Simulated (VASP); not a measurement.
# SnSe (Pnma) in VASP: a series of runs, part 2 of 2

VASP 6.6.1.

## Step 4: Relaxation of shape and atoms at fixed volume, PBE (a relaxed cell with its volume scaled by 1.04)

Input file INCAR:

```
SYSTEM = SnSe
ALGO = Normal
EDIFF = 1E-7
EDIFFG = -0.01
ENCUT = 300
GGA = PE
IBRION = 2
ISIF = 4
ISMEAR = 0
KPAR = 2
LASPH = .TRUE.
LCHARG = .FALSE.
LREAL = .FALSE.
LWAVE = .FALSE.
NELM = 80
NSW = 40
PREC = Accurate
SIGMA = 0.03
```

Input file KPOINTS:

```
k-points
0
G
  2 4 4
  0 0 0
```

Input file POSCAR:

```
SnSe                                    
1.0
   12.0712854496      0.0000000000      0.0000000000
    0.0000000000      4.2998646512      0.0000000000
    0.0000000000      0.0000000000      4.5084870110
  Sn              Se            
     4     4
Direct
     0.1243956973928080    0.2500000000000000    0.0993078228963249
     0.3756043026071921    0.7500000000000000    0.5993078228963246
     0.6243956973928081    0.2500000000000000    0.4006921771036751
     0.8756043026071919    0.7500000000000000    0.9006921771036754
     0.3550976478128754    0.2500000000000000    0.0209210976303412
     0.1449023521871246    0.7500000000000000    0.5209210976303408
     0.8550976478128753    0.2500000000000000    0.4790789023696588
     0.6449023521871247    0.7500000000000000    0.9790789023696592
```

Command:

```console
$ cat potpaw_PBE.64/Sn/POTCAR potpaw_PBE.64/Se/POTCAR > POTCAR
$ mpirun -np 2 vasp_std > vasp.out
```

Wall time 75 s (2 MPI ranks of Intel Xeon 6975P-C (Granite Rapids), shared host); peak memory 0.22 GiB.

The run converged. Its results:

```
Free energy                  : -32.9092 eV
Energy gained by relaxing    : 3.6 meV/atom
Ionic steps                  : 8
Pressure after relaxing      : -0.7 GPa
Largest force after relaxing : 0.009 eV/Å
Band gap on the k mesh       : 1.04 eV, indirect (least direct gap 1.18 eV)
```

Forces on the atoms (eV/Å):
```
Sn   0.002  0.000  0.002
Sn  -0.002  0.000  0.002
Sn   0.002  0.000 -0.002
Sn  -0.002  0.000 -0.002
Se  -0.003  0.000  0.008
Se   0.003  0.000  0.008
Se  -0.003  0.000 -0.008
Se   0.003  0.000 -0.008
```

Step by step:
```tsv
step	energy change (eV)	largest force (eV/Å)	pressure (GPa)
1	0.0000	0.2228	-1.72
2	-0.0127	0.1610	-1.47
3	-0.0248	0.0395	-0.95
4	-0.0252	0.0366	-0.84
5	-0.0283	0.0251	-0.72
6	-0.0284	0.0220	-0.73
7	-0.0287	0.0161	-0.72
8	-0.0289	0.0088	-0.72
```

Final structure:
```cif
data_structure
_symmetry_space_group_name_H-M 'P 1'
_symmetry_Int_Tables_number 1
_cell_length_a 12.1367
_cell_length_b 4.2611
_cell_length_c 4.5250
_cell_angle_alpha 90.000
_cell_angle_beta 90.000
_cell_angle_gamma 90.000
_cell_volume 234.01
loop_
_atom_site_label
_atom_site_type_symbol
_atom_site_fract_x
_atom_site_fract_y
_atom_site_fract_z
_atom_site_occupancy
Sn1 Sn 0.12727 0.25000 0.10419 1
Sn2 Sn 0.37273 0.75000 0.60419 1
Sn3 Sn 0.62727 0.25000 0.39581 1
Sn4 Sn 0.87273 0.75000 0.89581 1
Se1 Se 0.35326 0.25000 0.01727 1
Se2 Se 0.14674 0.75000 0.51727 1
Se3 Se 0.85326 0.25000 0.48273 1
Se4 Se 0.64674 0.75000 0.98273 1
```

Levels at points of the mesh, in eV from the valence-band top:
| k point | band 18 | band 19 | band 20 | band 21 | band 22 | band 23 |
| --- | --- | --- | --- | --- | --- | --- |
| (0.00, 0.00, 0.00) | -1.02 | -0.27 | -0.14 | 1.04 | 3.22 | 3.24 |
| (0.50, 0.00, 0.00) | -1.47 | -0.18 | -0.18 | 2.62 | 2.62 | 3.06 |
| (0.00, 0.50, 0.00) | -0.57 | -0.40 | -0.40 | 1.48 | 1.48 | 1.54 |
| (0.50, 0.50, 0.00) | -0.54 | -0.54 | -0.54 | 1.71 | 1.71 | 1.71 |
| (0.00, 0.00, 0.50) | -0.41 | 0.00 | 0.00 | 1.55 | 1.55 | 1.83 |
| (0.50, 0.00, 0.50) | -0.20 | -0.02 | -0.02 | 1.57 | 1.57 | 1.82 |
| (0.00, 0.50, 0.50) | -1.69 | -1.08 | -1.08 | 2.99 | 2.99 | 3.32 |
| (0.50, 0.50, 0.50) | -1.20 | -1.20 | -1.20 | 2.91 | 2.91 | 2.91 |

Caveat: spin-orbit coupling is left out, which moves the levels of the heavy elements; this functional lacks dispersion, which binds the layers, so the pressure and a relaxed spacing across them are unreliable.

## Step 5: Relaxation of shape and atoms at fixed volume, PBE (a relaxed cell with its volume scaled by 1.06)

INCAR is that of step 4.

KPOINTS is that of step 4.

Changes to POSCAR since step 4:

```diff
@@ -2,5 +2,5 @@
 1.0
-   12.0712854496      0.0000000000      0.0000000000
-    0.0000000000      4.2998646512      0.0000000000
-    0.0000000000      0.0000000000      4.5084870110
+   12.1481746911      0.0000000000      0.0000000000
+    0.0000000000      4.3272530626      0.0000000000
+    0.0000000000      0.0000000000      4.5372042630
   Sn              Se
```

Command:

```console
$ cat potpaw_PBE.64/Sn/POTCAR potpaw_PBE.64/Se/POTCAR > POTCAR
$ mpirun -np 2 vasp_std > vasp.out
```

It took 1.7 min on 2 MPI ranks of Intel Xeon 6975P-C (Granite Rapids), shared host; peak memory 0.21 GiB.

Results (log left out):

```yaml
Free_energy: -32.8859 eV
Energy_gained_by_relaxing: 8.0 meV/atom
Ionic_steps: 10
Pressure_after_relaxing: -1.0 GPa
Largest_force_after_relaxing: 0.010 eV/Å
Band_gap_on_the_k_mesh: 1.08 eV, indirect (least direct gap 1.19 eV)
```

Forces on the atoms (eV/Å):
```
Sn   0.004  0.000  0.003
Sn  -0.004  0.000  0.003
Sn   0.004  0.000 -0.003
Sn  -0.004  0.000 -0.003
Se  -0.003  0.000  0.009
Se   0.003  0.000  0.009
Se  -0.003  0.000 -0.009
Se   0.003  0.000 -0.009
```

The path:
| step | energy change (eV) | largest force (eV/Å) | pressure (GPa) |
| --- | --- | --- | --- |
| 1 | 0.0000 | 0.3236 | -2.45 |
| 2 | -0.0269 | 0.2397 | -2.10 |
| 3 | -0.0549 | 0.0473 | -1.27 |
| 4 | -0.0552 | 0.0545 | -1.17 |
| 5 | -0.0627 | 0.0394 | -0.97 |
| 6 | -0.0627 | 0.0360 | -0.98 |
| 7 | -0.0636 | 0.0262 | -0.98 |
| 8 | -0.0641 | 0.0122 | -0.97 |
| 9 | -0.0641 | 0.0110 | -0.97 |
| 10 | -0.0642 | 0.0098 | -0.96 |

Final structure:
```
Sn Se
1.0
    12.25860    0.00000    0.00000
     0.00000    4.26512    0.00000
     0.00000    0.00000    4.56184
Sn Se
4 4
Direct
  0.12886 0.25000 0.10635
  0.37114 0.75000 0.60635
  0.62886 0.25000 0.39365
  0.87114 0.75000 0.89365
  0.35225 0.25000 0.01586
  0.14775 0.75000 0.51586
  0.85225 0.25000 0.48414
  0.64775 0.75000 0.98414
```

Levels at points of the mesh, in eV from the valence-band top:
```csv
k point,band 17,band 18,band 19,band 20,band 21,band 22,band 23,band 24
"(0.00, 0.00, 0.00)",-1.26,-1.00,-0.25,-0.11,1.08,3.20,3.20,3.26
"(0.50, 0.00, 0.00)",-1.43,-1.43,-0.16,-0.16,2.58,2.58,3.05,3.05
"(0.00, 0.50, 0.00)",-0.56,-0.56,-0.43,-0.43,1.52,1.52,1.53,1.53
"(0.50, 0.50, 0.00)",-0.54,-0.54,-0.54,-0.54,1.71,1.71,1.71,1.71
"(0.00, 0.00, 0.50)",-0.40,-0.40,0.00,0.00,1.58,1.58,1.84,1.84
"(0.50, 0.00, 0.50)",-0.20,-0.20,-0.02,-0.02,1.60,1.60,1.82,1.82
"(0.00, 0.50, 0.50)",-1.61,-1.61,-1.05,-1.05,3.01,3.01,3.31,3.31
"(0.50, 0.50, 0.50)",-1.17,-1.17,-1.17,-1.17,2.94,2.94,2.94,2.94
```

Caveat: spin-orbit coupling is left out, which moves the levels of the heavy elements; this functional lacks dispersion, which binds the layers, so the pressure and a relaxed spacing across them are unreliable.

## Step 6: Overview

```tsv
cell	gap on the mesh (eV)	pressure (GPa)	largest force (eV/Å)
atoms relaxed at fixed volume	0.96	0.0	-
atoms relaxed at fixed volume from: a relaxed cell with its volume scaled by 1.02	1.00	-0.4	0.01
atoms relaxed at fixed volume from: a relaxed cell with its volume scaled by 1.04	1.04	-0.7	0.01
atoms relaxed at fixed volume from: a relaxed cell with its volume scaled by 1.06	1.08	-1.0	0.01
```

Alike in all rows: task relaxation of shape and atoms at fixed volume; level PBE; potentials or basis VASP PAW PBE potentials, release 64 (Sn, Se); no spin polarisation; k mesh 2 × 4 × 4; cutoff (eV) 300; smearing gaussian 0.03 eV.

Caveats: spin-orbit coupling is left out, which moves the levels of the heavy elements; this functional lacks dispersion, which binds the layers, so the pressure and a relaxed spacing across them are unreliable; the relaxation stopped at its first step, so nothing moved (some runs).

Absolute energies hang on the potentials; compare differences alone.

## Step 7: Comparison with measurements

Step 2. Measured gap of SnSe: 0.99 eV (indirect; 20 K; “Linear dichroism of the optical properties of SnS and SnSe van der Waals crystals”, 2024, arxiv:2409.17412). This calculation gives 0.96 eV (-0.03 eV). 2 values of this kind are on record (0.89 to 0.99 eV); this one was drawn at random. Spin-orbit coupling on Se, Sn is left out. The value is that of PBE on a finite k mesh, which can miss the band edges, without temperature or zero-point motion. Semilocal functionals fall short of measured gaps as a rule.
